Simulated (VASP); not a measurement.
Mg3Sb2:

```
CELL_PARAMETERS angstrom
4.58200 0.00000 0.00000
-2.29100 3.96813 0.00000
0.00000 0.00000 7.24400
ATOMIC_POSITIONS crystal
Mg 0.33333 0.66667 0.63000
Mg 0.66667 0.33333 0.37000
Mg 0.00000 0.00000 0.00000
Sb 0.33333 0.66667 0.23500
Sb 0.66667 0.33333 0.76500
```

```yaml
Program: VASP 6.6.1
Task: relaxation of cell and atoms
Functional: PBE
Dispersion: D3(BJ)
Potentials_or_basis: VASP PAW PBE potentials, release 64 (Mg, Sb)
Cutoff: 600 eV
k_mesh: 9 × 9 × 5
Occupations: gaussian, width 0.03 eV
Spin: no spin polarisation
```

At the start: pressure -1.3 GPa; volume 26.34 Å³/atom.

Question: How do energy, volume and symmetry change on relaxing?

Answer: Over 10 steps the energy falls by 13.5 meV/atom and the volume is 25.30 Å³/atom (-4.0 %); space group P-3m1 (No. 164, to 0.05 Å).

The path:
```csv
step,energy change (eV),largest force (eV/Å),pressure (GPa),volume (Å³)
1,0.0000,0.4941,-1.27,131.71
2,-0.0413,0.4014,-0.06,127.76
3,-0.0467,0.3532,0.63,125.80
4,-0.0623,0.1472,0.20,126.40
5,-0.0657,0.0526,-0.10,126.84
6,-0.0672,0.0239,-0.01,126.53
7,-0.0673,0.0153,0.02,126.44
8,-0.0673,0.0141,0.01,126.42
9,-0.0673,0.0128,0.02,126.41
10,-0.0673,0.0084,-0.01,126.49
```

Final structure:
```
Mg Sb
1.0
     4.52240    0.00000    0.00000
    -2.26120    3.91651    0.00000
     0.00000    0.00000    7.14121
Mg Sb
3 2
Direct
  0.33333 0.66667 0.63157
  0.66667 0.33333 0.36843
  0.00000 0.00000 0.00000
  0.33333 0.66667 0.22284
  0.66667 0.33333 0.77716
```
